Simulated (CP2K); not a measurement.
Worked example: self-consistent single point of NaBr (Fm-3m, 2 atoms in the cell) in CP2K

Level of theory: CP2K 2026.2 with PBE, GPW, DZVP-MOLOPT-SR-GTH basis, GTH-PBE potentials (GTH_POTENTIALS).

The input file:

```
&GLOBAL
  PROJECT nabr
  RUN_TYPE ENERGY_FORCE
  PRINT_LEVEL MEDIUM
&END GLOBAL
&FORCE_EVAL
  METHOD Quickstep
  STRESS_TENSOR ANALYTICAL
  &DFT
    BASIS_SET_FILE_NAME BASIS_MOLOPT
    POTENTIAL_FILE_NAME GTH_POTENTIALS
    &QS
      METHOD GPW
      EPS_DEFAULT 1E-10
    &END QS
    &MGRID
      CUTOFF 950
      REL_CUTOFF 40
      NGRIDS 5
    &END MGRID
    &SCF
      SCF_GUESS ATOMIC
      EPS_SCF 1E-7
      MAX_SCF 100
      ADDED_MOS 4
      &DIAGONALIZATION
        ALGORITHM STANDARD
      &END DIAGONALIZATION
      &MIXING
        METHOD BROYDEN_MIXING
        ALPHA 0.4
        NBUFFER 12
        BETA 1
      &END MIXING
      &SMEAR ON
        METHOD FERMI_DIRAC
        ELECTRONIC_TEMPERATURE [K] 116.05
      &END SMEAR
    &END SCF
    &KPOINTS
      SCHEME MONKHORST-PACK 5 5 5
    &END KPOINTS
    &XC
      &XC_FUNCTIONAL PBE
      &END XC_FUNCTIONAL
    &END XC
    &PRINT
      &MO
        EIGENVALUES T
        OCCUPATION_NUMBERS T
        NDIGITS 8
        FILENAME mo
        &EACH
          QS_SCF 0
        &END EACH
        ADD_LAST NUMERIC
      &END MO
      &MULLIKEN ON
      &END MULLIKEN
    &END PRINT
  &END DFT
  &SUBSYS
    &CELL
      A 4.19243900 0.00000000 0.00000000
      B 2.09621900 3.63075900 0.00000000
      C 2.09621900 1.21025300 3.42311200
      PERIODIC XYZ
    &END CELL
    &COORD
      SCALED
      Na       0.00000000     0.00000000     0.00000000
      Br       0.50000000     0.50000000     0.50000000
    &END COORD
    &KIND Na
      BASIS_SET DZVP-MOLOPT-SR-GTH
      POTENTIAL GTH-PBE-q9
    &END KIND
    &KIND Br
      BASIS_SET DZVP-MOLOPT-SR-GTH
      POTENTIAL GTH-PBE-q7
    &END KIND
  &END SUBSYS
  &PRINT
    &FORCES ON
    &END FORCES
    &STRESS_TENSOR ON
    &END STRESS_TENSOR
  &END PRINT
&END FORCE_EVAL
```

The program printed (abridged):

```
 GLOBAL| Method name                                                        CP2K
 GLOBAL| Project name                                                       nabr
 GLOBAL| Run type                                                   ENERGY_FORCE

 CELL| Volume [angstrom^3]:                                            52.105706
 CELL| Vector a [angstrom]:       4.192     0.000     0.000   |a| =     4.192439
 CELL| Vector b [angstrom]:       2.096     3.631     0.000   |b| =     4.192439
 CELL| Vector c [angstrom]:       2.096     1.210     3.423   |c| =     4.192439
 CELL| Angle (b,c), alpha [degree]:                                    60.000003
 CELL| Angle (a,c), beta  [degree]:                                    60.000005
 CELL| Angle (a,b), gamma [degree]:                                    60.000008
 CELL| Numerically orthorhombic:                                              NO
 CELL| Periodicity                                                           XYZ

 DFT| Spin restricted Kohn-Sham (RKS) calculation                            RKS
 DFT| Multiplicity                                                             1
 DFT| Number of spin states                                                    1
 DFT| Charge                                                                   0
 DFT| XC density smoothing                                                  NONE
 DFT| XC derivatives                                                          PW

 QS| Method:                                                                 GPW
 QS| Density plane wave grid type                        NON-SPHERICAL FULLSPACE
 QS| Number of grid levels:                                                    5
 QS| Density cutoff [a.u.]:                                                475.0
 QS| Multi grid cutoff [a.u.]: 1) grid level                               475.0
   [... lines left out ...]
 BRILLOUIN| Wavefunction type                                            COMPLEX
 BRILLOUIN| List of Kpoints [2 Pi/Bohr]                                       63
 BRILLOUIN| Number           Weight            X              Y              Z
 BRILLOUIN|     1           0.01600       -0.40000       -0.40000       -0.40000
 BRILLOUIN|     2           0.01600       -0.40000       -0.40000       -0.20000
 BRILLOUIN|     3           0.01600       -0.40000       -0.40000        0.00000
   [... 60 lines left out ...]
 *******************************************************************************

 Extrapolation method: initial_guess

 Re-scaling the density matrix to get the right number of electrons
                  # Electrons              Trace(P)               Scaling factor
                           16                16.000                        1.000

 Number of electrons:                                                         16
 Number of occupied orbitals:                                                  8
 Number of molecular orbitals:                                                12

 Number of orbital functions:                                                 22
 Number of independent orbital functions:                                     22
 SCF WAVEFUNCTION OPTIMIZATION

  Step     Update method      Time    Convergence         Total energy    Change
     1 NoMix/Diag. 0.40E+00      -     0.96618721       -61.3595681729 -6.14E+01
     2 Broy./Diag. 0.40E+00      -     0.03785550       -60.8599084516  5.00E-01
     3 Broy./Diag. 0.40E+00      -     0.06317035       -61.2540530607 -3.94E-01
     4 Broy./Diag. 0.40E+00      -     0.00669292       -61.3754527683 -1.21E-01
     5 Broy./Diag. 0.40E+00      -     0.00105942       -61.3530986781  2.24E-02
     6 Broy./Diag. 0.40E+00      -     0.00024359       -61.3558343083 -2.74E-03
     7 Broy./Diag. 0.40E+00      -     0.00015374       -61.3547376766  1.10E-03
     8 Broy./Diag. 0.40E+00      -     0.00009000       -61.3538180793  9.20E-04
     9 Broy./Diag. 0.40E+00      -     0.00001855       -61.3539079088 -8.98E-05
    10 Broy./Diag. 0.40E+00      -     0.00000294       -61.3539594768 -5.16E-05
    11 Broy./Diag. 0.40E+00      -     0.00000168       -61.3539522163  7.26E-06
    12 Broy./Diag. 0.40E+00      -     0.00000004       -61.3539509955  1.22E-06
  *** SCF run converged in    12 steps ***

  Electronic density on regular grids:        -15.9999999875        0.0000000125
  Core density on regular grids:               15.9999999989       -0.0000000011
  Total charge density on r-space grids:        0.0000000114
  Total charge density g-space grids:           0.0000000114

  Overlap energy of the core charge distribution:               0.00000000000000
  Self energy of the core charge distribution:               -154.58794589208523
  Core Hamiltonian energy:                                     40.57500123330680
  Hartree energy:                                              62.52181504703620
  Exchange-correlation energy:                                 -9.86282138372919
  Electronic entropic energy:                                  -0.00000000000000
  Fermi energy:                                                 0.04138858775829

  Total energy:                                               -61.35395099547141
  Total energy (extrapolated to T->0):                        -61.35395099547141

                     Mulliken Population Analysis

 #  Atom  Element  Kind  Atomic population                           Net charge
       1     Na       1          8.323751                              0.676249
       2     Br       2          7.676249                             -0.676249
 # Total charge                             16.000000                  0.000000

 ENERGY| Total FORCE_EVAL ( QS ) energy [hartree]            -61.353950955397309

 FORCES| Atomic forces [hartree/bohr]
 FORCES|   Atom     x               y               z               |f|
 FORCES|      1  3.69122294E-14  3.75014623E-14  1.69986414E-13   1.77944523E-13
 FORCES|      2 -2.01013041E-15 -9.12581009E-15 -3.05069926E-15   9.82994405E-15
 FORCES| Sum     3.49020990E-14  2.83756522E-14  1.66935715E-13
 FORCES| Total atomic force                                       1.72889754E-13

 STRESS| Analytical stress tensor [bar]
 STRESS|                        x                   y                   z
 STRESS|      x        1.48137226031E+04   3.35730444851E+02   2.37397069282E+02
 STRESS|      y        3.35730444851E+02   1.44260095922E+04   1.37035542581E+02
 STRESS|      z        2.37397069282E+02   1.37035542581E+02   1.43291361452E+04
 STRESS| 1/3 Trace                                             1.45229561135E+04
```

The run converged in 12 iterations.

The starting cell comes from a database of computed structures (which also holds hypothetical and non-ambient phases and stackings), without a prior relaxation at this level. Its lattice was rescaled by a random factor within 2.5 % of one. Values carry the incompleteness of an atom-centred basis.
